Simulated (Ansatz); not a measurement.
The cell of AlN is invented: 4-connected net, two elements alternating (P4_2/mnm, No. 136). Its size is a rough estimate.

```cif
data_structure
_symmetry_space_group_name_H-M 'P4_2/mnm'
_symmetry_Int_Tables_number 136
_cell_length_a 5.0571
_cell_length_b 5.0571
_cell_length_c 3.0352
_cell_angle_alpha 90.000
_cell_angle_beta 90.000
_cell_angle_gamma 90.000
_cell_volume 77.62
loop_
_atom_site_label
_atom_site_type_symbol
_atom_site_symmetry_multiplicity
_atom_site_Wyckoff_symbol
_atom_site_fract_x
_atom_site_fract_y
_atom_site_fract_z
_atom_site_occupancy
Al1 Al 4 f 0.68050 0.68050 0.00000 1
N1 N 4 g 0.81950 0.81950 0.50000 1
```

Level of theory: DFT PBE, scalar-relativistic, plane waves, PAW (Ansatz). Cutoff 420 eV, Gaussian smearing, Γ-centred meshes. Cell and atoms relax first on a coarse mesh and then on a converged one. In between, the cell is made exact in the group found at 0.06 Å. The steps can't lower the symmetry of their start. No spin polarisation.

A guess keeps its type if space group and coordination stay and the shape of the cell changes little (axis ratios within about 15 %, angles within 6°); the volume may change.

Question: Does this structure survive the relaxation?

Answer: It keeps its type. The symmetry stays P4_2/mnm (No. 136). The volume per atom grows by 14.2 %, from 9.7 to 11.1 Å³. The shortest distance goes from 1.81 Å (Al–N) to 1.88 Å (Al–N). The ratio c/a of the conventional cell changes by a factor of 0.98. Counting neighbours within 15 % of an atom's shortest distance, the start has Al 4, N 4 and the end Al 4, N 4.

Formation energies are uncorrected and refer to the elements' standard structures at the same level (N₂ as a molecule).

Question: At what energy does it end?

Answer: −1.338 eV/atom. A negative formation energy is needed for stability but isn't enough: competing phases decide.

The last run used a 4×4×8 mesh (in the run's order of axes) for its 8-atom cell and Gaussian smearing of 0.02 eV. A structure relaxed within its symmetry needn't be a true minimum.
